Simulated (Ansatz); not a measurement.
# Cd: substituted relatives

The task here is to estimate one member of a computed series from the others.

Method: DFT PBEsol, scalar-relativistic, plane waves, PAW, in Ansatz 0.2.0.

1 further run of the same task is left out (set aside as unsound or not needed). Runs told in other sessions of the task aren't counted.

## Starting point

The structure is hexagonal, space group P6_3/mmc (No. 194). Conventional cell: a = 2.944 Å, b = 2.944 Å, c = 5.610 Å, α = 90.00°, β = 90.00°, γ = 120.00°. Around Cd (site symmetry -6m2) lie 12 Cd at 2.94 to 3.28 Å.

As a file:

```cif
data_structure
_symmetry_space_group_name_H-M 'P 1'
_symmetry_Int_Tables_number 1
_cell_length_a 2.9442
_cell_length_b 2.9442
_cell_length_c 5.6103
_cell_angle_alpha 90.000
_cell_angle_beta 90.000
_cell_angle_gamma 120.000
_cell_volume 42.12
loop_
_atom_site_label
_atom_site_type_symbol
_atom_site_fract_x
_atom_site_fract_y
_atom_site_fract_z
_atom_site_occupancy
Cd1 Cd 0.33333 0.66667 0.25000 1
Cd2 Cd 0.66667 0.33333 0.75000 1
```

This cell was relaxed beforehand with the same method: volume 21.06 Å³/atom, gap on the mesh none (metal).

The first run:

input.yaml

```yaml
crystal:
  lattice:
    - [2.6905526172, 0.0, 0.0]
    - [-1.3452763086, 2.3300869167, 0.0]
    - [0.0, 0.0, 5.1269531579]
  atoms:
    - { symbol: Co, position: [0.3333333333, 0.6666666667, 0.25], spin: 3.0 }
    - { symbol: Co, position: [0.6666666667, 0.3333333333, 0.75], spin: 3.0 }
basis:
  ecutwfc: 420
kpoints:
  mp_grid: { grid: [6, 6, 4] }
hamiltonian:
  xc: pbesol
scf:
  occupations: { method: gaussian, width: 0.1 }
  lower_state_search: "off"
output:
  forces: true
  stress: true
  eigenvalues: true
  populations: true
magnetization:
  spin_polarized: true
```

Run with:

```console
> ansatz run input.yaml --threads 1 --pin off --max-ram 2560MiB --backend cpu --events-out ev --progress --plain --runs-dir out
```

Among the steps run: Probe: one point at the start (Co); Rough relaxation on the coarse mesh (Co); Full relaxation (Co).

One of the session's tables, all rows but one given; the rest of the session is left out.

Lengths are those of the vectors of the cell that was run:

| swap | volume (Å³/atom) | a (Å) | b (Å) | c (Å) |
| --- | --- | --- | --- | --- |
| none | 21.06 | 2.944 | 2.944 | 5.610 |
| Cd → Ag | 16.70 | 2.867 | 2.867 | 4.692 |
| Cd → Pb | 29.89 | 3.456 | 3.456 | 5.780 |
| Cd → Sn | ? | ? | ? | ? |
| Cd → Sr | 52.56 | 4.196 | 4.196 | 6.893 |
| Cd → Co | 10.37 | 2.456 | 2.456 | 3.970 |

**Question.** Estimate the row for Cd → Sn.

As computed: volume (Å³/atom): 26.26; a (Å): 3.329; b (Å): 3.329; c (Å): 5.472. In the column «volume (Å³/atom)» it lies between none (21.06) and Cd → Pb (29.89).

Lengths are those of the computed cell. Rows of earlier swaps come from the sessions before.
